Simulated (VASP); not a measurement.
# AlN (P6_3/mmc) in VASP: Born charges and dielectric tensor with RPBE

Aim: the Born charges and dielectric tensor of AlN with RPBE.

Everything below comes from runs of VASP 6.6.1. Logs are shortened: lines on timing, memory, paths and dates and some standing lists are left out, and cuts for length are marked.

### Step 1. The structure

Symmetry: P6_3/mmc, No. 194, hexagonal system. The conventional cell has a = 3.327 Å, b = 3.327 Å, c = 4.220 Å, α = 90.00°, β = 90.00°, γ = 120.00°. Around Al (site symmetry -6m2) lie 5 N at 1.92 to 2.11 Å. N (site symmetry -6m2) has 5 Al at 1.92 to 2.11 Å as nearest neighbours.

Measurements of this composition are mostly on another form, of space group No. 186.

### Step 2. Born charges and dielectric tensor, RPBE

Input file INCAR:

```
SYSTEM = AlN
ALGO     = Fast           ! electronic algorithm
EDIFF    = 1E-8           ! SCF threshold, eV
ENCUT    = 600            ! plane-wave cutoff, eV
GGA      = RP             ! functional
IBRION   = 8              ! ionic algorithm
ISIF     = 2              ! what is computed and relaxed
ISMEAR   = 0              ! smearing method
LASPH    = .True.         ! aspherical terms in the spheres
LCHARG   = .False.        ! write CHGCAR
LEPSILON = .True.         ! dielectric tensor by DFPT
LREAL    = .False.        ! projectors in reciprocal space
LWAVE    = .False.        ! write WAVECAR
NELM     = 100            ! most SCF steps
NSW      = 1              ! ionic steps
PREC     = Accurate       ! precision mode
SIGMA    = 0.02           ! smearing width, eV
```

Input file KPOINTS:

```
k-points
0
Gamma
  9 9 6
  0 0 0
```

Input file POSCAR:

```
AlN
1.0
    3.3269200000      0.0000000000      0.0000000000
   -1.6634600000      2.8811900000      0.0000000000
    0.0000000000      0.0000000000      4.2197800000
Al N
2 2
Direct
    0.3333300000      0.6666700000      0.7500000000
    0.6666700000      0.3333300000      0.2500000000
    0.3333300000      0.6666700000      0.2500000000
    0.6666700000      0.3333300000      0.7500000000
```

Potentials or basis: VASP PAW PBE potentials, release 64 (Al, N).

Started as:

```
> cat potpaw_PBE.64/Al/POTCAR potpaw_PBE.64/N/POTCAR > POTCAR
> mpirun -np 1 vasp_std > vasp.out
```

OUTCAR:

```text
SYSTEM = AlN
   EDIFF = 1E-8
   ENCUT = 600
   GGA = RP
   IBRION = 8
   ISIF = 2
   ISMEAR = 0
   LASPH = .True.
   LEPSILON = .True.
   LREAL = .False.
   NELM = 100
   NSW = 1
   PREC = Accurate

 ion  position               nearest neighbor table
   1  0.333  0.667  0.750-   4 1.92   4 1.92   4 1.92   3 2.11   3 2.11   2 2.85   2 2.85   2 2.85
                             2 2.85   2 2.85   2 2.85
   2  0.667  0.333  0.250-   3 1.92   3 1.92   3 1.92   4 2.11   4 2.11   1 2.85   1 2.85   1 2.85
                             1 2.85   1 2.85   1 2.85
   3  0.333  0.667  0.250-   2 1.92   2 1.92   2 1.92   1 2.11   1 2.11
   4  0.667  0.333  0.750-   1 1.92   1 1.92   1 1.92   2 2.11   2 2.11

  LATTYP: Found a hexagonal cell.
 ALAT       =     3.3269200000
 C/A-ratio  =     1.2683743523

  Lattice vectors:

 A1 = (   3.3269200000,   0.0000000000,   0.0000000000)
 A2 = (  -1.6634600000,   2.8811900000,   0.0000000000)
 A3 = (   0.0000000000,   0.0000000000,   4.2197800000)

Analysis of symmetry for initial positions (statically):
=====================================================================
 Subroutine PRICEL returns:
 Original cell was already a primitive cell.

 Routine SETGRP: Setting up the symmetry group for a
 hexagonal supercell.

 Subroutine GETGRP returns: Found  8 space group operations
 (whereof  4 operations were pure point group operations)
 out of a pool of 24 trial point group operations.

The static configuration has the point symmetry C_2h.
 The point group associated with its full space group is D_2h.

Analysis of symmetry for dynamics (positions and initial velocities):
=====================================================================
 Subroutine PRICEL returns:
 Original cell was already a primitive cell.

 Routine SETGRP: Setting up the symmetry group for a
 hexagonal supercell.

[... 639 lines left out ...]
 ion    1
    1     2.51950     0.00001     0.00000
    2     0.00001     2.51950     0.00000
    3     0.00000     0.00000     3.17116
 ion    2
    1     2.51950     0.00001     0.00000
    2     0.00001     2.51950     0.00000
    3     0.00000     0.00000     3.17116
 ion    3
    1    -2.51950    -0.00001     0.00000
    2    -0.00001    -2.51950     0.00000
    3     0.00000     0.00000    -3.17116
 ion    4
    1    -2.51950    -0.00001     0.00000
    2    -0.00001    -2.51950     0.00000
    3     0.00000     0.00000    -3.17116

 INTERNAL STRAIN TENSOR FOR ION    4 for displacements in x,y,z  (eV/Angst):
          X           Y           Z          XY          YZ          ZX
  --------------------------------------------------------------------------------
  x     0.00068     0.00475    -0.00060    12.77278     0.00000     0.00000
  y    12.88818   -12.89125     0.00035    -0.20870     0.00000     0.00000
  z    -0.00000     0.00000     0.00000    -0.00000     0.00135    -0.00232

 SECOND DERIVATIVES (NOT SYMMETRIZED)
 ------------------------------------
               1X          1Y          1Z          2X          2Y          2Z          3X          3Y          3Z          4X          4Y          4Z
  1X   -16.084068   -0.001871    0.000000    1.510744    0.000358    0.000000    2.241805   -0.000356    0.000000   12.331518    0.001869    0.000000
  1Y    -0.001871  -16.086148    0.000000    0.000358    1.511150    0.000000   -0.000356    2.241384    0.000000    0.001869   12.333615    0.000000
  1Z     0.000000    0.000000   -7.465259    0.000000    0.000000    6.539632    0.000000    0.000000   -0.772452    0.000000   -0.000000    1.698080
  2X     1.510744    0.000358    0.000000  -16.084068   -0.001871    0.000000   12.331518    0.001869    0.000000    2.241805   -0.000356    0.000000
  2Y     0.000358    1.511150    0.000000   -0.001871  -16.086148    0.000000    0.001869   12.333615    0.000000   -0.000356    2.241384    0.000000
  2Z     0.000000    0.000000    6.539632    0.000000    0.000000   -7.465259    0.000000   -0.000000    1.698080    0.000000    0.000000   -0.772452
  3X     2.242144   -0.000053    0.000000   12.334878    0.002467    0.000000  -16.833517   -0.005222    0.000000    2.256495    0.002809    0.000000
  3Y    -0.000053    2.242071    0.000000    0.002467   12.337665    0.000000   -0.005222  -16.839462    0.000000    0.002809    2.259727    0.000000
  3Z    -0.000000   -0.000000   -0.788001    0.000000    0.000000    1.718229    0.000000    0.000000  -10.998322    0.000000    0.000000   10.068094
  4X    12.334878    0.002467    0.000000    2.242144   -0.000053    0.000000    2.256495    0.002809    0.000000  -16.833517   -0.005222    0.000000
  4Y     0.002467   12.337665    0.000000   -0.000053    2.242071    0.000000    0.002809    2.259727    0.000000   -0.005222  -16.839462    0.000000
  4Z     0.000000    0.000000    1.718229   -0.000000   -0.000000   -0.788001    0.000000    0.000000   10.068094    0.000000    0.000000  -10.998322

 Eigenvectors and eigenvalues of the dynamical matrix
 ----------------------------------------------------

   1 f  =   20.008914 THz   125.719717 2PiTHz  667.425543 cm-1    82.750184 meV
             X         Y         Z           dx          dy          dz
     -0.000017  1.920803  3.164835     0.165577    0.284991   -0.000000
      1.663477  0.960387  1.054945    -0.165577   -0.284991    0.000000
     -0.000017  1.920803  1.054945     0.314271    0.540923   -0.000000
      1.663477  0.960387  3.164835    -0.314271   -0.540923    0.000000
[... 71 lines left out ...]
  12 f/i=    0.005828 THz     0.036621 2PiTHz    0.194412 cm-1     0.024104 meV
             X         Y         Z           dx          dy          dz
     -0.000017  1.920803  3.164835    -0.000000   -0.000000    0.574228
      1.663477  0.960387  1.054945    -0.000000   -0.000000    0.574228
     -0.000017  1.920803  1.054945    -0.000000   -0.000000    0.412628
      1.663477  0.960387  3.164835    -0.000000   -0.000000    0.412628

--------------------------------------------------------------------------------------------------------

 MACROSCOPIC STATIC DIELECTRIC TENSOR IONIC CONTRIBUTION
 ------------------------------------------------------
           3.896796    -0.000508     0.000000
          -0.000508     3.896190     0.000000
           0.000000     0.000000    96.964283
 ------------------------------------------------------

 ELASTIC MODULI CONTR FROM IONIC RELAXATION (kBar)
 Direction    XX          YY          ZZ          XY          YZ          ZX
 --------------------------------------------------------------------------------
 XX        -748.6010    748.7962     -0.0072     18.2027      0.0000     -0.0000
 YY         748.7962   -748.9916      0.0072    -18.5474     -0.0000      0.0000
 ZZ          -0.0072      0.0072     -0.0000      0.0124      0.0000     -0.0000
 XY          18.2027    -18.5474      0.0124   -730.0181      0.0000     -0.0000
 YZ           0.0000     -0.0000      0.0000      0.0000     -0.0000      0.0000
 ZX          -0.0000      0.0000     -0.0000     -0.0000      0.0000     -0.0000
 --------------------------------------------------------------------------------

 PIEZOELECTRIC TENSOR IONIC CONTR  for field in x, y, z        (C/m^2)
          XX          YY          ZZ          XY          YZ          ZX
  --------------------------------------------------------------------------------
  x    -0.00000     0.00000    -0.00000     0.00000     0.00000    -0.00000
  y     0.00000    -0.00000     0.00000     0.00000     0.00000    -0.00000
  z    -0.00000     0.00000    -0.00000    -0.00000    -0.00000     0.00000
```

OSZICAR:

```text
N       E                     dE             d eps       ncg     rms          rms(c)
DAV:   1     0.619258884611E+02    0.61926E+02   -0.82837E+03  2400   0.134E+03
DAV:   2    -0.275986374808E+02   -0.89525E+02   -0.81082E+02  3644   0.246E+02
DAV:   3    -0.321367277983E+02   -0.45381E+01   -0.45127E+01  3140   0.601E+01
[... 12 lines left out ...]
RMM:  10    -0.248163103392E+00   -0.20359E-06   -0.27996E-07  6267   0.186E-04    0.172E-05
RMM:  11    -0.248163086055E+00    0.17337E-07   -0.23959E-07  6208   0.152E-04    0.274E-06
RMM:  12    -0.248163094226E+00   -0.81712E-08   -0.33595E-07  6670   0.116E-04    0.988E-07
RMM:  13    -0.248163093082E+00    0.11440E-08   -0.28130E-07  6743   0.113E-04    0.263E-07
RMM:  14    -0.248163092846E+00    0.23572E-09   -0.13217E-07  6758   0.112E-04    0.166E-07
RMM:  15    -0.248163092951E+00   -0.10462E-09   -0.20265E-07  6810   0.112E-04    0.512E-08
 Linear response finished
```

stdout:

```text
POSCAR found type information on POSCAR AlN
 POSCAR found :  2 types and       4 ions
 scaLAPACK will be used
 -----------------------------------------------------------------------------
|                                                                             |
|                                                                             |
[... 47 lines left out ...]
 first order change of Fermi-energy  -0.48214E-01
 force on displaced ion       3 direction 1 : -16.833  -0.005   0.000
 Born effective charge ion    3 direction 1 :  -2.520   0.000   0.000
 Linear response progress:
 first order change of Fermi-energy  -0.11739E-02
 force on displaced ion       3 direction 3 :  -0.001   0.000 -10.998
 Born effective charge ion    3 direction 3 :  -0.000   0.000  -3.171
 Born effective charges drift removed
 Linear response finished
```

Wall time 9.3 min (1 thread of Intel Xeon 6975P-C (Granite Rapids), shared host); peak memory 0.51 GiB.

Results:

```
Band gap on the k mesh                                  : 3.18 eV, direct
Electronic dielectric tensor (diagonal)                 : 4.51, 4.51, 5.05
Born charges (mean of the diagonal)                     : Al +2.74; N -2.74 e
Highest phonon frequency at Γ, LO-TO splitting left out : 667 cm⁻¹
```

Levels at points of the mesh, in eV from the valence-band top:
```tsv
k point	band 6	band 7	band 8	band 9	band 10	band 11
(0.00, 0.00, 0.00)	-1.61	-1.61	0.00	3.18	4.39	8.24
(0.00, 0.00, 0.50)	-2.46	-2.46	-2.46	5.62	5.62	8.43
```

Phonon frequencies in cm⁻¹ (negative: imaginary):
```csv
q point,frequencies
"(0.000, 0.000, 0.000)",0 0 0 166 321 321 370 643 656 656 667 667
```

Electronic dielectric tensor:
```
4.51 0.00 0.00
0.00 4.51 0.00
0.00 0.00 5.05
```

Born effective charge tensors (e):
atom 1, Al
```
2.52 0.00 0.00
0.00 2.52 0.00
0.00 0.00 3.17
```
atom 2, Al
```
2.52 0.00 0.00
0.00 2.52 0.00
0.00 0.00 3.17
```
atom 3, N
```
-2.52  0.00  0.00
 0.00 -2.52  0.00
 0.00  0.00 -3.17
```
atom 4, N
```
-2.52  0.00  0.00
 0.00 -2.52  0.00
 0.00  0.00 -3.17
```

 As with any semilocal functional, this RPBE gap is likely too small.
